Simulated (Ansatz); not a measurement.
V:

```xyz
1
Lattice="-1.5144 1.5144 1.5144 1.5144 -1.5144 1.5144 1.5144 1.5144 -1.5144" Properties=species:S:1:pos:R:3 pbc="T T T"
V     0.0000    0.0000    0.0000
```

Base run:

```yaml
Program: Ansatz 0.2.0
Functional: PBEsol
Potentials_or_basis: all-electron LAPW, scalar-relativistic
Cutoff: 257 eV
Density_cutoff: 1029 eV
Basis_error_allowed: 0.001 eV/atom
k_mesh: 12 × 12 × 12
Occupations: fermi-dirac, width 0.05 eV
Spin: collinear spin, ferromagnetic start
Starting_moments: "[2.0] μB"
```

Its results: pressure -12.1 GPa; net moment 0.00 μB per cell.

Question: The run is repeated on the same cell with these changes: functional from PBEsol to BLYP. What comes out?

Answer: Pressure -0.7 GPa; net moment 0.00 μB per cell.

BLYP binds less tightly than PBEsol, so the same cell stands under more pressure.

Not every run made on this cell is shown here.
